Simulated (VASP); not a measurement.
Here is a VASP 6.6.1 calculation.

Contents of INCAR:

```
  ALGO = Normal
  EDIFF = 1E-7
  EDIFFG = -0.01
  ENCUT = 600
  GGA = PE
  IBRION = 2
  ISIF = 3
  ISMEAR = -1
  LASPH = T
  LCHARG = F
  LREAL = F
  LWAVE = F
  NELM = 100
  NSW = 60
  PREC = Accurate
  PSTRESS = 20
  SIGMA = 0.05
```

KPOINTS

```
k-points
0
Gamma
  3 3 3
```

Contents of POSCAR:

```
Cs2AgBiBr6
1.0
    0.0000000000      5.6161000000      5.6161000000
    5.6161000000      0.0000000000      5.6161000000
    5.6161000000      5.6161000000      0.0000000000
Bi Cs Ag Br
1 2 1 6
Direct
    0.0000000000      0.0000000000      0.0000000000
    0.7500000000      0.7500000000      0.7500000000
    0.2500000000      0.2500000000      0.2500000000
    0.5000000000      0.5000000000      0.5000000000
    0.7494500000      0.7494500000      0.2505500000
    0.2505500000      0.2505500000      0.7494500000
    0.7494500000      0.2505500000      0.2505500000
    0.7494500000      0.2505500000      0.7494500000
    0.2505500000      0.7494500000      0.7494500000
    0.2505500000      0.7494500000      0.2505500000
```

Potentials or basis: VASP PAW PBE potentials, release 64 (Bi_d, Cs_sv, Ag, Br).

The run is started by

```bash
$ cat potpaw_PBE.64/Bi_d/POTCAR potpaw_PBE.64/Cs_sv/POTCAR potpaw_PBE.64/Ag/POTCAR potpaw_PBE.64/Br/POTCAR > POTCAR
$ mpirun -np 1 vasp_std > vasp.out
```

Problem. Predict the space group after relaxing (to 0.05 Å).

Solution. Fm-3m (No. 225).

Problem. Predict the band gap on the k mesh.

Solution. 1.85 eV, indirect (least direct gap 2.51 eV).

Problem. Predict the relaxed volume.

Solution. 34.94 Å³/atom.

Step by step:
```
step  energy change (eV)  largest force (eV/Å)  pressure (GPa)  volume (Å³)
   1              0.0000                0.2916            1.87       354.27
   2             -0.0019                0.1685            1.88       352.77
   3              0.0145                0.0152            1.92       350.58
   4              0.0135                0.0090            1.91       350.65
   5              0.0289                0.0023            2.04       349.40
```

Caveat: the cell is relaxed towards a set pressure, so the enthalpy falls and the energy may rise; spin-orbit coupling is left out, which as a rule narrows the gap of such compounds by several tenths of an eV; an odd mesh through Γ misses points on the zone boundary, where band edges often lie.
